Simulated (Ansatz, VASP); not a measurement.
## Two plane-wave programs on Sn

The input POSCAR:

```
Sn
1.0
   -1.8862394629      1.8862394629      1.8862394629
    1.8862394629     -1.8862394629      1.8862394629
    1.8862394629      1.8862394629     -1.8862394629
Sn
1
Direct
    0.0000000000      0.0000000000      0.0000000000
```

INCAR.step1

```
SYSTEM = Sn
PREC     = Accurate       ! precision mode
ENCUT    = 520            ! plane-wave cutoff, eV
ISMEAR   = -1             ! smearing method
SIGMA    = 0.1            ! smearing width, eV
LREAL    = .FALSE.        ! projectors in reciprocal space
LASPH    = .TRUE.         ! aspherical terms in the spheres
NELM     = 80             ! most SCF steps
NBANDS   = 13             ! bands
GGA      = PE             ! functional
ALGO     = Normal         ! electronic algorithm
EDIFF    = 1E-4           ! SCF threshold, eV
LWAVE    = .TRUE.         ! write WAVECAR
LCHARG   = .FALSE.        ! write CHGCAR
```

The input INCAR.step2:

```
SYSTEM = Sn
PREC     = Accurate       ! precision mode
ENCUT    = 520            ! plane-wave cutoff, eV
EDIFF    = 1E-6           ! SCF threshold, eV
ISMEAR   = -1             ! smearing method
SIGMA    = 0.1            ! smearing width, eV
LREAL    = .FALSE.        ! projectors in reciprocal space
LASPH    = .TRUE.         ! aspherical terms in the spheres
NELM     = 80             ! most SCF steps
ALGO     = Normal         ! electronic algorithm
ISIF     = 2              ! what is computed and relaxed
LWAVE    = .FALSE.        ! write WAVECAR
LCHARG   = .FALSE.        ! write CHGCAR
METAGGA  = R2SCAN         ! meta-GGA
LMIXTAU  = .TRUE.       
NBANDS   = 13             ! bands
ISTART   = 1
```

KPOINTS

```
regular mesh
0
G
  13 13 13
  0 0 0
```

Input for Ansatz:

```yaml
crystal:
  lattice:
    - [-1.8862394629, 1.8862394629, 1.8862394629]
    - [1.8862394629, -1.8862394629, 1.8862394629]
    - [1.8862394629, 1.8862394629, -1.8862394629]
  atoms:
    - { symbol: Sn, position: [0.0, 0.0, 0.0] }
hamiltonian:
  xc: r2scan
  pseudopotentials:
    kind: paw
    azcp:
      Sn: "pseudopotentials/Sn.paw.azcp"
basis:
  ecutwfc: 500
  fft_grid_basis: typed
kpoints:
  mp_grid: { grid: [13, 13, 13], shift: [0, 0, 0] }
magnetization:
  spin_polarized: false
scf:
  occupations: { method: fermi_dirac, width: 0.1 }
  lower_state_search: "off"
output:
  stress: true
```

Alike in both runs: task single point; functional r2SCAN; k mesh 13 × 13 × 13; occupations fermi-dirac, width 0.1 eV; no spin polarisation.

|  | VASP | Ansatz |
| --- | --- | --- |
| version | VASP 6.6.1 | Ansatz 0.2.0 |
| potentials or method | VASP PAW PBE potentials, release 64 (Sn_d) | plane waves (500 eV) with PAW, scalar-relativistic |
| plane-wave cutoff (eV) | 520 | 500 |
| valence electrons in the cell | 14 | 14 |

|  | VASP | Ansatz | Ansatz less VASP |
| --- | --- | --- | --- |
| pressure (GPa) | 0.3 | 0.3 | -0.01 |

The functional is the same, so the differences come from potentials, cutoffs and numerics.

Caveats: the PAW data sets were made with another functional, which shifts forces and pressure a little (VASP).
